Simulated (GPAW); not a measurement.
# 1 ML Cr on Pd(111), fcc site, 3 substrate layers: which magnetic order is lowest, part 2 of 2

A self-consistent run ends on one state, which hangs on the start. Several orders of 1 ML Cr on Pd(111), fcc site, 3 substrate layers are started in GPAW and their energies compared.

GPAW 26.7.0; PBE; plane waves with GPAW's PAW setups, scalar-relativistic.

So far. Step 2 (Run 1 (ferro +)): After 45 cycles the largest moment stands at 2.72 μB.

### 3. Run 2 (antiferro q=(0,1/2,0) +-)

Reversing part of the moments tests the sign of the couplings between them.

This order needs a doubled cell of 8 atoms. Its mesh is chosen so that both cells sample the same points.

The input, order2.py:

```python
import json
import numpy as np
from ase import Atoms
from ase.parallel import paropen, parprint
from gpaw import GPAW

atoms = Atoms(['Pd', 'Pd', 'Pd', 'Pd', 'Pd', 'Pd', 'Cr', 'Cr'],
    cell=[[2.752767, 0.0, 0.0],
         [-2.752766, 4.767932, 0.0],
         [0.0, 0.0, 20.623738]],
    scaled_positions=[[0.0, 0.0, 0.339415],
         [0.0, 0.5, 0.339415],
         [0.666667, 0.1666665, 0.448397],
         [0.666667, 0.6666665, 0.448397],
         [0.333333, 0.3333335, 0.55738],
         [0.333333, 0.8333335, 0.55738],
         [0.0, 0.0, 0.660585],
         [0.0, 0.5, 0.660585]],
    pbc=True,
    magmoms=[0.0, 0.0, 0.0, 0.0, 0.0, 0.0, 2.5, -2.5])
atoms.calc = GPAW(mode={'name': 'pw', 'ecut': 500},
    xc='PBE',
    kpts={'size': (14, 7, 1), 'gamma': True},
    occupations={'name': 'fermi-dirac', 'width': 0.05},
    convergence={'density': 1e-05, 'energy': 1e-05},
    maxiter=250,
    symmetry={'tolerance': 1e-4},
    txt='order2.txt')
e = atoms.get_potential_energy(force_consistent=True)
res = {'free_energy': e, 'energy_sigma0': atoms.get_potential_energy(), 'fermi_energy': atoms.calc.get_fermi_level()}
res['moments'] = atoms.get_magnetic_moments().tolist()
res['total'] = atoms.get_magnetic_moment()
parprint('site moments (muB):', np.round(res['moments'], 3))
parprint(f"total moment: {res['total']:.3f} muB")
parprint(f'free energy: {e:.6f} eV')
atoms.calc.write('order2.gpw')
with paropen('results.json', 'w') as f:
    json.dump(res, f)
```

On the command line:

```
$ OMP_NUM_THREADS=1 mpirun -n 4 gpaw python order2.py > order2.log
```

Numbers of over 12 decimals in the logs are rounded to 6 here.

What it wrote:

```text
site moments (muB): [-2.000e-03  3.000e-03  5.400e-02 -5.300e-02  4.000e-03 -4.000e-03
  3.083e+00 -3.083e+00]
total moment: 0.002 muB
free energy: -38.933154 eV

--- order2.txt ---
Input parameters:
  mode=PW(ecut=500),
  convergence={'density': 1e-05, 'energy': 1e-05},
  kpts=MonkhorstPack(size=(14, 7, 1), gamma=True),
  maxiter=250,
  occupations=Occupations(name='fermi-dirac', width=0.05),
  symmetry=Symmetry(tolerance=0.0001),
  xc=XC(name='PBE')

Diagonalizing LCAO Hamiltonian
Converting LCAO to pw mode

         Cr
          PCr

            Pd

             Pd
               Pd

         Pd
           Pd

Atoms  # Å, Bohr magnetons
|   | symbol |         x |        y |         z |    initial magnetic moments |
|---|--------|-----------|----------|-----------|-----------------------------|
| 0 |     Pd |  0.000000 | 0.000000 |  7.000006 | ( 0.0000,  0.0000,  0.0000) |
| 1 |     Pd | -1.376383 | 2.383966 |  7.000006 | ( 0.0000,  0.0000,  0.0000) |
| 2 |     Pd |  1.376385 | 0.794655 |  9.247622 | ( 0.0000,  0.0000,  0.0000) |
| 3 |     Pd |  0.000002 | 3.178621 |  9.247622 | ( 0.0000,  0.0000,  0.0000) |
| 4 |     Pd | -0.000001 | 1.589311 | 11.495259 | ( 0.0000,  0.0000,  0.0000) |
| 5 |     Pd | -1.376384 | 3.973277 | 11.495259 | ( 0.0000,  0.0000,  0.0000) |
| 6 |     Cr |  0.000000 | 0.000000 | 13.623732 | ( 0.0000,  0.0000,  2.5000) |
| 7 |     Cr | -1.376383 | 2.383966 | 13.623732 | ( 0.0000,  0.0000, -2.5000) |

Unit cell  # Å
| periodic |         x |        y |         z |   lengths |     angles |
|----------|-----------|----------|-----------|-----------|------------|
|      yes |  2.752767 | 0.000000 |  0.000000 |  2.752767 |  90.000000 |
|      yes | -2.752766 | 4.767932 |  0.000000 |  5.505533 |  90.000000 |
|      yes |  0.000000 | 0.000000 | 20.623738 | 20.623738 | 119.999993 |

Number of symmetries: 1

BZ-sampling:
  Number of BZ points: 98
  Number of IBZ points: 50

  Monkhorst-Pack size: [14, 7, 1]
  Monkhorst-Pack shift: [0.035714, 0.0, 0.0]

Plane wave coefficients: 6944
Cutoff: 500.0 eV

Spin-components: 2 (collinear spins)
Bands:           69
Projectors:      48
Spin-degeneracy: 1
Datatype:        complex128

Parallelization:
  kpt:    4
  domain: 1
  band:   1

Density:
  Valence electrons: 108.0
  Components: 2
  Grid points: [ 15  30 108]
  Charge: 0.0  # |e|

Potential:
  Grid points: [ 15  30 108]

[... setups left out ...]
Reference energy: -880529.699208  # eV

eigensolver:
  PPCG
  Converge bands: occupied
  niter=2

density mixing:
  MSR1-Mixer
  Pratt-step length: 0.05
  Maximum mixing coefficient: 0.75
  Old densities: 10
  SVD Regularization: 0.005
  Good broyden scale: 1.0
  Trust region scale: 1.0
  Backstep threshold: 4.0
  History deletion threshold: 6.0
  Fourier metric: weight=20.0, sigma=0.015

occupation numbers:
  Fermi-Dirac:
    width: 0.0500  # eV

poisson solver:
  ecut: 4000.0  # eV

xc functional:
  name: PBE with 2 nearest neighbor stencil

convergence criteria:
- Maximum integral of absolute [dens]ity change: 1e-05 electrons / valence electron
- Maximum [total energy] change in last 3 cyles: 1e-05 eV / valence electron
- Maximum integral of absolute [eigenst]ate change: 4e-08 eV^2 / valence electron
maximum number of iterations: 250

SCF iterations
|iter     |      energy | eigst |  dens |  magmom |
|---------|-------------|-------|-------|---------|
|iter:   1|       0s | -119.988129 | +0.56 |       |  +0.0000|
|iter:   2|      23s | -240.019819 | +1.38 | -0.47 |  -0.0000|
|iter:   3|      47s |  -67.196873 | +0.30 | -0.46 |  -0.0000|
|iter:   4|      70s |  -49.915793 | +0.73 | -0.73 |  -0.0000|
|iter:   5|      93s |  -41.224982 | -0.18 | -0.68 |  -0.0000|
|iter:   6|     117s |  -45.520006 | -0.89 | -1.18 |  +0.0000|
|iter:   7|     140s |  -47.626448 | -1.28 | -1.03 |  +0.0000|
|iter:   8|     164s |  -39.350730 | -1.22 | -1.01 |  +0.0000|
|iter:   9|     187s |  -38.583860 | -1.76 | -1.34 |  +0.0000|
|iter:  10|     211s |  -39.108244 | -2.06 | -1.45 |  +0.0000|
[... 27 iterations left out ...]
|iter:  38|     866s |  -38.879538c| -5.96 | -3.33 |  +0.0030|
|iter:  39|     889s |  -38.879558c| -6.62 | -3.77 |  +0.0028|
|iter:  40|     912s |  -38.879562c| -7.11 | -4.16 |  +0.0027|
|iter:  41|     936s |  -38.879560c| -7.36 | -4.60 |  +0.0027|
|iter:  42|     959s |  -38.879560c| -7.70c| -4.53 |  +0.0026|
|iter:  43|     983s |  -38.879562c| -7.91c| -4.79 |  +0.0025|
|iter:  44|    1000s |  -38.879560c| -7.52c| -4.65 |  +0.0025|
|iter:  45|    1016s |  -38.879561c| -7.67c| -4.92 |  +0.0024|
|iter:  46|    1027s |  -38.879562c| -7.87c| -4.91 |  +0.0023|
|iter:  47|    1038s |  -38.879561c| -8.09c| -5.13c|  +0.0022|

Converged in 47 steps
Energy contributions relative to reference atoms: (reference = -880529.699208)

Energy contributions:
  Kinetic:         -26.037183
  Coulomb:          -7.546757
  Zero:             -0.773337
  External:          0.000000
  Xc:               -4.468691
  Entropy:          -0.107186
  Spinorbit:         0.000000
  ----------------------------
  Free energy:     -38.933154
  Extrapolated:    -38.879561

dipole moment: (-14.770093, -25.589298, 0.071130)  # |e|*Ang

Total magnetic moment: (0.000000, 0.000000, 0.002195)

Local magnetic moments
|        x |        y |         z |
|----------|----------|-----------|
| 0.000000 | 0.000000 | -0.001918 |  # Pd   0
| 0.000000 | 0.000000 |  0.002825 |  # Pd   1
| 0.000000 | 0.000000 |  0.054319 |  # Pd   2
| 0.000000 | 0.000000 | -0.053150 |  # Pd   3
| 0.000000 | 0.000000 |  0.004342 |  # Pd   4
| 0.000000 | 0.000000 | -0.004195 |  # Pd   5
| 0.000000 | 0.000000 |  3.082921 |  # Cr   6
| 0.000000 | 0.000000 | -3.082917 |  # Cr   7

Fermi level: 1.283
Eigenvalues  # (at kpt = [0.000, 0.000, 0.000])
| band index |      eig [eV] | occ [0-1] |      eig [eV] | occ [0-1] |
|------------|---------------|-----------|---------------|-----------|
|          0 |       -48.986 |     1.000 |       -48.986 |     1.000 |
|        ... |               |           |               |           |
|         46 |         0.521 |     1.000 |         0.521 |     1.000 |
|         47 |         0.845 |     1.000 |         0.845 |     1.000 |
|         48 |         0.893 |     1.000 |         0.894 |     1.000 |
|         49 |         0.972 |     0.998 |         0.973 |     0.998 |
|         50 |         1.078 |     0.984 |         1.078 |     0.984 |
|         51 |         1.109 |     0.970 |         1.109 |     0.970 |
|         52 |         1.119 |     0.964 |         1.119 |     0.964 |
|         53 |         1.218 |     0.785 |         1.218 |     0.784 |
|         54 |         1.373 |     0.143 |         1.373 |     0.142 |
|         55 |         1.494 |     0.014 |         1.494 |     0.014 |
|         56 |         1.624 |     0.001 |         1.624 |     0.001 |
|         57 |         2.166 |     0.000 |         2.166 |     0.000 |
|         58 |         2.393 |     0.000 |         2.393 |     0.000 |
|         59 |         2.537 |     0.000 |         2.537 |     0.000 |
|         60 |         3.254 |     0.000 |         3.254 |     0.000 |
|         61 |         3.598 |     0.000 |         3.598 |     0.000 |
|        ... |               |           |               |           |
|         68 |         6.440 |     0.000 |         6.440 |     0.000 |

No gap
No difference between direct/indirect transitions
```

Run time: 18 min. Hardware: 4 MPI ranks of Arm Neoverse V1, shared host; peak memory 2 GiB.

Spin moment in the augmentation sphere by atom:

| atom | spin moment in the augmentation sphere (μB) |
| --- | --- |
| Pd1 | 0.00 |
| Pd2 | 0.00 |
| Pd3 | 0.05 |
| Pd4 | -0.05 |
| Pd5 | 0.00 |
| Pd6 | 0.00 |
| Cr7 | 3.08 |
| Cr8 | -3.08 |

This step gave:

```
magnetization : 0 μB
final state   : antiferromagnetic
```

It lies 474 meV a seeded atom under the first start, and its largest moment is 3.08 μB against 2.72 μB.

### 4. Run 3 (no spin polarisation)

A run without seeds gives the energy of the state without moments.

The input, nospin.py:

```python
import json
import numpy as np
from ase import Atoms
from ase.parallel import paropen, parprint
from gpaw import GPAW

atoms = Atoms(['Pd', 'Pd', 'Pd', 'Cr'],
    cell=[[2.752767, 0.0, 0.0],
         [-1.376383, 2.383966, 0.0],
         [0.0, 0.0, 20.623738]],
    scaled_positions=[[0.0, 0.0, 0.339415],
         [0.666667, 0.333333, 0.448397],
         [0.333333, 0.666667, 0.55738],
         [0.0, 0.0, 0.660585]],
    pbc=True)
atoms.calc = GPAW(mode={'name': 'pw', 'ecut': 500},
    xc='PBE',
    kpts={'size': (14, 14, 1), 'gamma': True},
    occupations={'name': 'fermi-dirac', 'width': 0.05},
    convergence={'density': 1e-05, 'energy': 1e-05},
    maxiter=250,
    symmetry={'tolerance': 1e-4},
    txt='nospin.txt')
e = atoms.get_potential_energy(force_consistent=True)
res = {'free_energy': e, 'energy_sigma0': atoms.get_potential_energy(), 'fermi_energy': atoms.calc.get_fermi_level()}
parprint(f'free energy: {e:.6f} eV')
atoms.calc.write('nospin.gpw')
with paropen('results.json', 'w') as f:
    json.dump(res, f)
```

On the command line:

```
$ OMP_NUM_THREADS=1 mpirun -n 4 gpaw python nospin.py > nospin.log
```

What it wrote:

```text
free energy: -18.856953 eV

--- nospin.txt ---
Input parameters:
  mode=PW(ecut=500),
  convergence={'density': 1e-05, 'energy': 1e-05},
  kpts=MonkhorstPack(size=(14, 14, 1), gamma=True),
  maxiter=250,
  occupations=Occupations(name='fermi-dirac', width=0.05),
  symmetry=Symmetry(tolerance=0.0001),
  xc=XC(name='PBE')

Diagonalizing LCAO Hamiltonian
Converting LCAO to pw mode

       Cr

        Pd

           Pd

[...]
|          0 |       -49.396 |     2.000 |
|        ... |               |           |
|         20 |        -1.040 |     2.000 |
|         21 |        -0.538 |     2.000 |
|         22 |        -0.538 |     2.000 |
|         23 |         0.221 |     2.000 |
[...]
|         33 |         2.396 |     0.000 |
|         34 |         5.992 |     0.000 |
|         35 |         6.414 |     0.000 |
|         36 |         7.850 |     0.000 |

No gap
No difference between direct/indirect transitions

[key lines of the parts left out:]
Free energy:     -18.856953
Converged in 29 steps
dipole moment: (-7.448869, -12.867946, 0.016811)  # |e|*Ang
Fermi level: 1.189
```

Elapsed: 40 s, on 4 MPI ranks; peak memory 0.84 GiB.

This step gave:

- final state: non-magnetic (no spin polarisation)

It lies 136 meV a seeded atom over the first start.

### 5. Energies of the orders

These are free energies at a smearing of 0.05 eV, so its entropy term is in the differences. They are divided by the number of seeded atoms, so that cells of unlike size compare. Wavevectors q in the names are fractions of the reciprocal vectors of the first run's cell.

Orders:

| start | final state | typed order kept | energy over the lowest (meV a seeded atom) | largest site moment (μB) | net moment (μB a primitive cell) | mesh matched | CPU time (s) |
| --- | --- | --- | --- | --- | --- | --- | --- |
| ferro + | ferromagnetic | yes | 473.8 | 2.723 | 2.796 | yes | 467.6 |
| antiferro q=(0,1/2,0) +- | antiferromagnetic | yes | 0 | 3.083 | 0.001097 | yes | 4298 |
| no spin polarisation | non-magnetic | - | 609.6 | 0 | 0 | yes | 158.9 |

### 6. Summary of results

```
lowest state found                 : antiferromagnetic (typed antiferro q=(0,1/2,0) +-)
largest site moment                : 3.08 μB
next state                         : ferromagnetic, 474 meV a seeded atom higher
energy gained by spin polarisation : 610 meV a seeded atom
```

In words: The lowest state found is antiferromagnetic, reached from the start antiferro q=(0,1/2,0) +-, with moments up to 3.08 μB. The next state costs 474 meV a seeded atom. Only 3 starts are shown; other collinear patterns, canted and longer-period orders are not.

[Logs and program files are shortened in this print: banners, set-up blocks, solver, clock and traceback lines can be left out without a mark of their own.]

[Logs are printed without paths, hosts, clocks, repeated set-up lines and the standing remarks that a program may print on its own settings, such as how far it seeks lower states.]

[Hosts, paths, dates, database ids (printed as entryN), source tags and the programs' standing remarks are cut or masked in the printed files.]

[Where a cell is said to come from a database of computed structures, the database is the Materials Project.]
